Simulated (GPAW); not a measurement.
# PbSe (Clausthalite) (Fm-3m) in GPAW: notebook

The runs below take PbSe (Clausthalite) through dielectric tensor, with PBE.

Everything below comes from runs of GPAW 26.7.0. Logs are shortened: lines on timing, memory, paths and dates and some standing lists are left out, and cuts for length are marked. The log counts tension as positive stress, the text compression.

**Measured values to compare with.**

A printed reference work, monograph reports, for a bulk crystal of PbSe: band gap 0.15 eV (direct) at 4.2 K; band gap 0.28 eV (direct) at 300 K.

The runs below are set against these values where they give the same quantity.

## 1. The crystal as given

It takes space group Fm-3m (No. 225, cubic). Conventional cell: a = 6.121 Å, b = 6.121 Å, c = 6.121 Å, α = 90.00°, β = 90.00°, γ = 90.00°. Pb (site symmetry m-3m) has 6 Se at 3.06 Å as nearest neighbours. Se (site symmetry m-3m) is surrounded by 6 Pb at 3.06 Å.

## 2. Dielectric tensor, PBE

The input, run.py:

```python
import numpy as np
from ase import Atoms
from ase.dft.bandgap import bandgap
from ase.io import write
from gpaw import GPAW, PW
from gpaw.response.df import DielectricFunction

atoms = Atoms(['Pb', 'Se'],
              cell=[[0.0, 3.06065, 3.06065],
                    [3.06065, 0.0, 3.06065],
                    [3.06065, 3.06065, 0.0]],
              scaled_positions=[[0.0, 0.0, 0.0],
                                [0.5, 0.5, 0.5]],
              pbc=True)

calc = GPAW(mode=PW(500),
            xc='PBE',
            kpts={'size': (6, 6, 6), 'gamma': True},
            occupations={'name': 'fermi-dirac', 'width': 0.001},
            nbands=19,
            convergence={'density': 1e-06},
            maxiter=150,
            txt='gpaw.txt')
atoms.calc = calc
energy = atoms.get_potential_energy()
calc.write('gs.gpw')
write('result.traj', atoms)
print(f'Energy: {energy:.6f} eV')
print('Fermi level:', round(calc.get_fermi_level(), 4), 'eV')
print(f'Gap: {bandgap(calc)[0]:.4f} eV, direct: {bandgap(calc, direct=True)[0]:.4f} eV')

for size in [(19, 19, 19)]:
    name = 'x'.join(str(n) for n in size)
    dense = calc.fixed_density(kpts={'size': size, 'gamma': True},
                               nbands=36, convergence={'bands': 30, 'eigenstates': 1e-7},
                               update_fermi_level=True, txt=f'dense-{name}.txt')
    dense.write(f'{name}.gpw', mode='all')
    df = DielectricFunction(f'{name}.gpw', frequencies=np.array([0.0]), hilbert=False, eta=0.001,
                            ecut=80, nbands=30, intraband=False, txt=f'df-{name}.txt')
    for xc in ['Bootstrap']:
        for direction in ['x', 'y', 'z', [0, 1, 1], [1, 0, 1], [1, 1, 0]]:
            e0, e = df.get_macroscopic_dielectric_constant(xc=xc, direction=direction)
            print(f'{name} {xc} {direction}: {e0:.4f} without, {e:.4f} with local fields')
```

Potentials or basis: GPAW PAW data sets (gpaw-data 1.2.1), pw.

Started as:

```bash
$ OMP_NUM_THREADS=1 python run.py
```

gpaw.txt:

```text
__  _  _
 | _ |_)|_||  |
 |__||  | ||/\| - 26.7.0

Input parameters:
  mode=PW(ecut=500.0),
  convergence={'density': 1e-06},
  kpts=MonkhorstPack(size=(6, 6, 6), gamma=True),
  maxiter=150,
  nbands=19,
  occupations=Occupations(name='fermi-dirac', width=0.001),
  xc=XC(name='PBE')

Diagonalizing LCAO Hamiltonian
Converting LCAO to pw mode

                Se

       Pb

Atoms  # Å, Bohr magnetons
|   | symbol |        x |        y |        z |    initial magnetic moments |
|---|--------|----------|----------|----------|-----------------------------|
| 0 |     Pb | 0.000000 | 0.000000 | 0.000000 | ( 0.0000,  0.0000,  0.0000) |
| 1 |     Se | 3.060650 | 3.060650 | 3.060650 | ( 0.0000,  0.0000,  0.0000) |

Unit cell  # Å
| periodic |        x |        y |        z |  lengths |    angles |
|----------|----------|----------|----------|----------|-----------|
|      yes | 0.000000 | 3.060650 | 3.060650 | 4.328413 | 60.000000 |
|      yes | 3.060650 | 0.000000 | 3.060650 | 4.328413 | 60.000000 |
|      yes | 3.060650 | 3.060650 | 0.000000 | 4.328413 | 60.000000 |

Number of symmetries: 48
Symmetry operations  # r_c * U_cc + t_c -> r_c
|    | kind |            matrix            |
|----|------|------------------------------|
|  0 |  σ   |  1, 0, 0,  1, 0,-1,  1,-1, 0 |
|  1 |  C2  |  1, 0, 0,  1,-1, 0,  1, 0,-1 |
|  2 |  E   |  1, 0, 0,  0, 1, 0,  0, 0, 1 |
|  3 |  σ   |  1, 0, 0,  0, 0, 1,  0, 1, 0 |
|  4 |  C4  |  1, 0,-1,  1, 0, 0,  1,-1, 0 |
|  5 |  S6  |  1, 0,-1,  1,-1, 0,  1, 0, 0 |
|  6 |  σ   |  1, 0,-1,  0, 1,-1,  0, 0,-1 |
|  7 |  C3  |  1, 0,-1,  0, 0,-1,  0, 1,-1 |
|  8 |  S6  |  1,-1, 0,  1, 0, 0,  1, 0,-1 |
|  9 |  C4  |  1,-1, 0,  1, 0,-1,  1, 0, 0 |
| 10 |  C3  |  1,-1, 0,  0,-1, 1,  0,-1, 0 |
| 11 |  σ   |  1,-1, 0,  0,-1, 0,  0,-1, 1 |
| 12 |  σ   |  0, 1, 0,  1, 0, 0,  0, 0, 1 |
| 13 |  C4  |  0, 1, 0,  0, 1,-1, -1, 1, 0 |
| 14 |  C3  |  0, 1, 0,  0, 0, 1,  1, 0, 0 |
| 15 |  S6  |  0, 1, 0, -1, 1, 0,  0, 1,-1 |
| 16 |  C2  |  0, 1,-1,  1, 0,-1,  0, 0,-1 |
| 17 |  σ   |  0, 1,-1,  0, 1, 0, -1, 1, 0 |
| 18 |  S4  |  0, 1,-1,  0, 0,-1,  1, 0,-1 |
| 19 |  C4  |  0, 1,-1, -1, 1, 0,  0, 1, 0 |
| 20 |  C3  |  0, 0, 1,  1, 0, 0,  0, 1, 0 |
| 21 |  σ   |  0, 0, 1,  0, 1, 0,  1, 0, 0 |
| 22 |  S6  |  0, 0, 1,  0,-1, 1, -1, 0, 1 |
| 23 |  C4  |  0, 0, 1, -1, 0, 1,  0,-1, 1 |
| 24 |  S4  |  0, 0,-1,  1, 0,-1,  0, 1,-1 |
| 25 |  C3  |  0, 0,-1,  0, 1,-1,  1, 0,-1 |
| 26 |  C2  |  0, 0,-1,  0,-1, 0, -1, 0, 0 |
| 27 |  S6  |  0, 0,-1, -1, 0, 0,  0,-1, 0 |
| 28 |  S4  |  0,-1, 1,  1,-1, 0,  0,-1, 0 |
| 29 |  C4  |  0,-1, 1,  0, 0, 1, -1, 0, 1 |
| 30 |  C2  |  0,-1, 1,  0,-1, 0,  1,-1, 0 |
| 31 |  σ   |  0,-1, 1, -1, 0, 1,  0, 0, 1 |
| 32 |  C3  |  0,-1, 0,  1,-1, 0,  0,-1, 1 |
| 33 |  S6  |  0,-1, 0,  0, 0,-1, -1, 0, 0 |
| 34 |  S4  |  0,-1, 0,  0,-1, 1,  1,-1, 0 |
| 35 |  C2  |  0,-1, 0, -1, 0, 0,  0, 0,-1 |
| 36 |  C2  | -1, 1, 0,  0, 1, 0,  0, 1,-1 |
| 37 |  S6  | -1, 1, 0,  0, 1,-1,  0, 1, 0 |
| 38 |  S4  | -1, 1, 0, -1, 0, 1, -1, 0, 0 |
| 39 |  C3  | -1, 1, 0, -1, 0, 0, -1, 0, 1 |
| 40 |  S6  | -1, 0, 1,  0, 0, 1,  0,-1, 1 |
| 41 |  C2  | -1, 0, 1,  0,-1, 1,  0, 0, 1 |
| 42 |  C3  | -1, 0, 1, -1, 1, 0, -1, 0, 0 |
| 43 |  S4  | -1, 0, 1, -1, 0, 0, -1, 1, 0 |
| 44 |  C2  | -1, 0, 0,  0, 0,-1,  0,-1, 0 |
| 45 |  i   | -1, 0, 0,  0,-1, 0,  0, 0,-1 |
| 46 |  σ   | -1, 0, 0, -1, 1, 0, -1, 0, 1 |
| 47 |  C2  | -1, 0, 0, -1, 0, 1, -1, 1, 0 |

BZ-sampling:
  Number of BZ points: 216
  Number of IBZ points: 16

  Monkhorst-Pack size: [6, 6, 6]
  Monkhorst-Pack shift: [0.08333333333333333, 0.08333333333333333, 0.08333333333333333]

K-points  # in reciprocal-cell coordinates
|     |                                coordinates |     weight |
|-----|--------------------------------------------|------------|
|   0 | (  0.00000000,   0.00000000,   0.00000000) | 0.00462963 |
|   1 | (  0.16666667,   0.16666667,   0.00000000) | 0.02777778 |
|   2 | (  0.16666667,   0.16666667,   0.16666667) | 0.03703704 |
|   3 | (  0.33333333,   0.16666667,   0.16666667) | 0.05555556 |
|   4 | (  0.33333333,   0.33333333,  -0.33333333) | 0.05555556 |
|   5 | (  0.33333333,   0.33333333,   0.00000000) | 0.02777778 |
|   6 | (  0.33333333,   0.33333333,   0.16666667) | 0.11111111 |
|   7 | (  0.33333333,   0.33333333,   0.33333333) | 0.03703704 |
|   8 | (  0.50000000,   0.33333333,  -0.33333333) | 0.11111111 |
|   9 | (  0.50000000,   0.33333333,  -0.16666667) | 0.05555556 |
| ... |                                            |            |
|  15 | (  0.50000000,   0.50000000,   0.50000000) | 0.01851852 |

Plane wave coefficients: 1470
Cutoff: 500.0 eV

Spin-components: 1 (collinear spins)
Bands:           19
Projectors:      11
Spin-degeneracy: 2
Datatype:        complex128

Parallelization:
  kpt:    1
  domain: 1
  band:   1

Density:
  Valence electrons: 20.0
  Components: 1
  Grid points: [24 24 24]
  Charge: 0.0  # |e|

Potential:
  Grid points: [24 24 24]

species:
  Pb:
    name:    Lead
    Z:       82.0
    valence: 14
    core:    68
    charge:  0.0  # [|e|]
    compensation charges:
      type: gauss
      rc: 0.38  # [Å]
      lmax: 2
    cutoffs:
      filter: 2.36  # [Å]
      core: 2.43  # [Å]
    projectors
    | kind |    occ | energy [eV] | rcut [Å] |
    |------|--------|-------------|----------|
    |   6s |  2.000 |     -11.969 |    1.259 |
    |   6p |  2.000 |      -3.506 |    1.275 |
    |   5d | 10.000 |     -21.211 |    1.217 |
    |    s |        |      15.243 |    1.259 |
    |    p |        |      23.705 |    1.275 |
    |    d |        |       6.001 |    1.217 |

    Using partial waves for Pb as LCAO basis

  Se:
    name:    Selenium
    Z:       34.0
    valence: 6
    core:    28
    charge:  0.0  # [|e|]
    compensation charges:
      type: gauss
      rc: 0.27  # [Å]
      lmax: 2
    cutoffs:
      filter: 1.77  # [Å]
      core: 2.67  # [Å]
    projectors
    | kind |    occ | energy [eV] | rcut [Å] |
    |------|--------|-------------|----------|
    |   4s |  2.000 |     -17.277 |    0.847 |
    |   4p |  4.000 |      -6.512 |    1.005 |
    |    s |        |       9.935 |    0.847 |
    |    p |        |      20.699 |    1.005 |
    |    d |        |       0.000 |    0.847 |

    Using partial waves for Se as LCAO basis

Reference energy: -633377.995495  # eV

eigensolver:
  PPCG
  Converge bands: occupied
  niter=2

density mixing:
  MSR1-Mixer
  Pratt-step length: 0.05
  Maximum mixing coefficient: 0.75
  Old densities: 10
  SVD Regularization: 0.005
  Good broyden scale: 1.0
  Trust region scale: 1.0
  Backstep threshold: 4.0
  History deletion threshold: 6.0
  Fourier metric: weight=20.0, sigma=0.015

occupation numbers:
  Fermi-Dirac:
    width: 0.0010  # eV

poisson solver:
  ecut: 4000.0  # eV

xc functional:
  name: PBE with 2 nearest neighbor stencil

convergence criteria:
- Maximum integral of absolute [dens]ity change: 1e-06 electrons / valence electron
- Maximum [total energy] change in last 3 cyles: 0.0005 eV / valence electron
- Maximum integral of absolute [eigenst]ate change: 4e-08 eV^2 / valence electron
maximum number of iterations: 150

SCF iterations
|iter     | |      energy | eigst |  dens |
|---------|-|-------------|-------|-------|
|iter:   1| |   -8.646233 | -0.24 |       |
|iter:   2| |   -8.586970 | -2.07 | -1.24 |
|iter:   3| |   -8.394291 | -1.92 | -1.28 |
|iter:   4| |   -8.395863 | -3.79 | -1.90 |
|iter:   5| |   -8.396535c| -4.37 | -2.29 |
|iter:   6| |   -8.396561c| -5.65 | -3.23 |
|iter:   7| |   -8.396563c| -6.81 | -3.76 |
|iter:   8| |   -8.396563c| -7.76c| -4.46 |
|iter:   9| |   -8.396563c| -7.88c| -5.21 |
|iter:  10| |   -8.396563c| -8.78c| -5.75 |
|iter:  11| |   -8.396563c| -9.06c| -6.55c|

Converged in 11 steps
Energy contributions relative to reference atoms: (reference = -633377.995495)

Energy contributions:
  Kinetic:          19.951216
  Coulomb:         -20.074924
  Zero:             -0.068412
  External:          0.000000
  Xc:               -8.204442
  Entropy:          -0.000000
  Spinorbit:         0.000000
  ----------------------------
  Free energy:      -8.396563
  Extrapolated:     -8.396563

dipole moment: (-25.874113, -25.874113, -25.874113)  # |e|*Ang

Fermi level: 6.297
Eigenvalues  # (at kpt = [0.000, 0.000, 0.000])
| band index |      eig [eV] | occ [0-2] |
|------------|---------------|-----------|
|          0 |       -10.721 |     2.000 |
|        ... |               |           |
|          2 |       -10.719 |     2.000 |
|          3 |       -10.719 |     2.000 |
|          4 |       -10.719 |     2.000 |
|          5 |        -7.478 |     2.000 |
|          6 |        -0.128 |     2.000 |
|          7 |         4.214 |     2.000 |
[... 9 lines left out ...]
|         17 |        14.530 |     0.000 |
|         18 |        15.112 |     0.000 |

Gap: 0.243 eV
Transition (v -> c):
  (s=0, k=15, n=9, [0.50, 0.50, 0.50]) -> (s=0, k=15, n=10, [0.50, 0.50, 0.50])
No difference between direct/indirect transitions
# Writing to gs.gpw (mode='')
```

It took 5.1 min on 1 thread of Arm Neoverse V1, shared host; peak memory 0.56 GiB.

Results:

| Quantity | Value |
| --- | --- |
| Free energy | -8.3966 eV |
| Band gap on the k mesh | 0.24 eV, direct |
| Electronic dielectric tensor (diagonal) | 22.29 |

Electronic dielectric tensor:
```
22.29  0.00  0.00
 0.00 22.29  0.00
 0.00  0.00 22.29
```

Caveat: the gap is small at this level, which inflates the dielectric constant; the long-wavelength limit can be off by a per cent or two; spin-orbit coupling is left out, which as a rule narrows the gap of such compounds by several tenths of an eV; an odd mesh through Γ misses points on the zone boundary, where band edges often lie.

## 3. Dielectric tensor, PBE

run.py: that of step 2 with these lines changed.

```diff
@@ -39,3 +39,3 @@
                             ecut=80, nbands=30, intraband=False, txt=f'df-{name}.txt')
-    for xc in ['Bootstrap']:
+    for xc in ['LR0.1']:
         for direction in ['x', 'y', 'z', [0, 1, 1], [1, 0, 1], [1, 1, 0]]:
```

Potentials or basis: GPAW PAW data sets (gpaw-data 1.2.1), pw.

Started as:

```bash
$ OMP_NUM_THREADS=1 python run.py
```

gpaw.txt:

```text
__  _  _
 | _ |_)|_||  |
 |__||  | ||/\| - 26.7.0

Input parameters:
  mode=PW(ecut=500.0),
  convergence={'density': 1e-06},
  kpts=MonkhorstPack(size=(6, 6, 6), gamma=True),
  maxiter=150,
  nbands=19,
  occupations=Occupations(name='fermi-dirac', width=0.001),
  xc=XC(name='PBE')

Diagonalizing LCAO Hamiltonian
Converting LCAO to pw mode

                Se

       Pb

Atoms  # Å, Bohr magnetons
|   | symbol |        x |        y |        z |    initial magnetic moments |
|---|--------|----------|----------|----------|-----------------------------|
| 0 |     Pb | 0.000000 | 0.000000 | 0.000000 | ( 0.0000,  0.0000,  0.0000) |
| 1 |     Se | 3.060650 | 3.060650 | 3.060650 | ( 0.0000,  0.0000,  0.0000) |

Unit cell  # Å
| periodic |        x |        y |        z |  lengths |    angles |
|----------|----------|----------|----------|----------|-----------|
|      yes | 0.000000 | 3.060650 | 3.060650 | 4.328413 | 60.000000 |
|      yes | 3.060650 | 0.000000 | 3.060650 | 4.328413 | 60.000000 |
|      yes | 3.060650 | 3.060650 | 0.000000 | 4.328413 | 60.000000 |

Number of symmetries: 48
Symmetry operations  # r_c * U_cc + t_c -> r_c
|    | kind |            matrix            |
|----|------|------------------------------|
|  0 |  σ   |  1, 0, 0,  1, 0,-1,  1,-1, 0 |
|  1 |  C2  |  1, 0, 0,  1,-1, 0,  1, 0,-1 |
|  2 |  E   |  1, 0, 0,  0, 1, 0,  0, 0, 1 |
|  3 |  σ   |  1, 0, 0,  0, 0, 1,  0, 1, 0 |
|  4 |  C4  |  1, 0,-1,  1, 0, 0,  1,-1, 0 |
[... 151 lines left out ...]
  Old densities: 10
  SVD Regularization: 0.005
  Good broyden scale: 1.0
  Trust region scale: 1.0
  Backstep threshold: 4.0
  History deletion threshold: 6.0
  Fourier metric: weight=20.0, sigma=0.015

occupation numbers:
  Fermi-Dirac:
    width: 0.0010  # eV

poisson solver:
  ecut: 4000.0  # eV

xc functional:
  name: PBE with 2 nearest neighbor stencil

convergence criteria:
- Maximum integral of absolute [dens]ity change: 1e-06 electrons / valence electron
- Maximum [total energy] change in last 3 cyles: 0.0005 eV / valence electron
- Maximum integral of absolute [eigenst]ate change: 4e-08 eV^2 / valence electron
maximum number of iterations: 150

SCF iterations
|iter     | |      energy | eigst |  dens |
|---------|-|-------------|-------|-------|
|iter:   1| |   -8.646233 | -0.24 |       |
|iter:   2| |   -8.586970 | -2.07 | -1.24 |
|iter:   3| |   -8.394291 | -1.92 | -1.28 |
|iter:   4| |   -8.395863 | -3.79 | -1.90 |
|iter:   5| |   -8.396535c| -4.37 | -2.29 |
|iter:   6| |   -8.396561c| -5.65 | -3.23 |
|iter:   7| |   -8.396563c| -6.81 | -3.76 |
|iter:   8| |   -8.396563c| -7.76c| -4.46 |
|iter:   9| |   -8.396563c| -7.88c| -5.21 |
|iter:  10| |   -8.396563c| -8.78c| -5.75 |
|iter:  11| |   -8.396563c| -9.06c| -6.55c|

Converged in 11 steps
Energy contributions relative to reference atoms: (reference = -633377.995495)

Energy contributions:
  Kinetic:          19.951216
  Coulomb:         -20.074924
  Zero:             -0.068412
  External:          0.000000
  Xc:               -8.204442
  Entropy:          -0.000000
  Spinorbit:         0.000000
  ----------------------------
  Free energy:      -8.396563
  Extrapolated:     -8.396563

dipole moment: (-25.874113, -25.874113, -25.874113)  # |e|*Ang

Fermi level: 6.297
Eigenvalues  # (at kpt = [0.000, 0.000, 0.000])
| band index |      eig [eV] | occ [0-2] |
|------------|---------------|-----------|
|          0 |       -10.721 |     2.000 |
|        ... |               |           |
|          2 |       -10.719 |     2.000 |
|          3 |       -10.719 |     2.000 |
|          4 |       -10.719 |     2.000 |
|          5 |        -7.478 |     2.000 |
|          6 |        -0.128 |     2.000 |
|          7 |         4.214 |     2.000 |
[... 9 lines left out ...]
|         17 |        14.530 |     0.000 |
|         18 |        15.112 |     0.000 |

Gap: 0.243 eV
Transition (v -> c):
  (s=0, k=15, n=9, [0.50, 0.50, 0.50]) -> (s=0, k=15, n=10, [0.50, 0.50, 0.50])
No difference between direct/indirect transitions
# Writing to gs.gpw (mode='')
```

stdout:

```text
Energy: -8.396563 eV
Fermi level: 6.2974 eV
Gap: 0.2433 eV, direct: 0.2433 eV
19x19x19 LR0.1 x: 23.1962 without, 25.3822 with local fields
19x19x19 LR0.1 y: 23.1962 without, 25.3822 with local fields
19x19x19 LR0.1 z: 23.1962 without, 25.3822 with local fields
19x19x19 LR0.1 [0, 1, 1]: 23.1962 without, 25.3822 with local fields
19x19x19 LR0.1 [1, 0, 1]: 23.1962 without, 25.3822 with local fields
19x19x19 LR0.1 [1, 1, 0]: 23.1962 without, 25.3822 with local fields
```

Run time: 5.1 min. Hardware: 1 thread of Arm Neoverse V1, shared host; peak memory 0.56 GiB.

Results:

```
Free energy                             : -8.3966 eV
Band gap on the k mesh                  : 0.24 eV, direct
Electronic dielectric tensor (diagonal) : 25.38
```

Electronic dielectric tensor:
```
25.38  0.00  0.00
 0.00 25.38  0.00
 0.00  0.00 25.38
```

Caveat: the gap is small at this level, which inflates the dielectric constant; the long-wavelength limit can be off by a per cent or two; spin-orbit coupling is left out, which as a rule narrows the gap of such compounds by several tenths of an eV; an odd mesh through Γ misses points on the zone boundary, where band edges often lie.

(Part 1 of 2 ends here.)
